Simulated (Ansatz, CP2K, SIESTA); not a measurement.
## One calculation of BN, 3 ways

```xyz
4
Lattice="2.4982 0.0000 0.0000 -1.2491 2.1635 0.0000 0.0000 0.0000 6.6357" Properties=species:S:1:pos:R:3 pbc="T T T"
N     1.2491    0.7212    1.6589
N     0.0000    1.4424    4.9768
B     1.2491    0.7212    4.9768
B     0.0000    1.4424    1.6589
```

Alike in all runs: task band structure; functional BLYP; k mesh 12 × 12 × 4; occupations fermi-dirac, width 0.05 eV; no spin polarisation; no spin-orbit coupling. Pressure is positive in compression and, in plane waves, holds the error of the finite cutoff, which Ansatz's Pulay term estimates and takes out. Gaps are the smaller of the mesh's and the band path's.

```csv
program and potentials,plane-wave cutoff (eV),notes,band gap (eV),pressure (GPa)
"Ansatz, Ansatz PAW",420,"potentials made for PBE, which Ansatz adapts in part; Pulay term of +0.73 GPa included",4.32,7.25
"SIESTA, files PseudoDojo sr-pbe-0.4.1-standard, DZP (energy shift 0.003 Ry)",-,atomic basis; potentials made for PBE,4.33,13.70
"CP2K, POTENTIAL_UZH N GTH-PBE-q5, B GTH-PBE-q3; TZVP-MOLOPT-PBE-GTH basis",-,atomic basis; potentials made for PBE,4.39,7.76
```

The band gap spans 4.32 (Ansatz, Ansatz PAW) to 4.39 eV (CP2K, POTENTIAL_UZH N GTH-PBE-q5, B GTH-PBE-q3; TZVP-MOLOPT-PBE-GTH basis). The pressure spans 7.25 (Ansatz, Ansatz PAW) to 13.70 GPa (SIESTA, files PseudoDojo sr-pbe-0.4.1-standard, DZP (energy shift 0.003 Ry)). Some sets were made for another functional than the one run, which can shift their rows. The paths' points differ, which is worth about 0.01 eV. Rows in atomic bases carry the error of their basis and grid, which can be large.

Differences between rows come from potentials, basis sets and numerical settings, since the functional is the same but for its coding. Runs on potential files found faulty are left out.
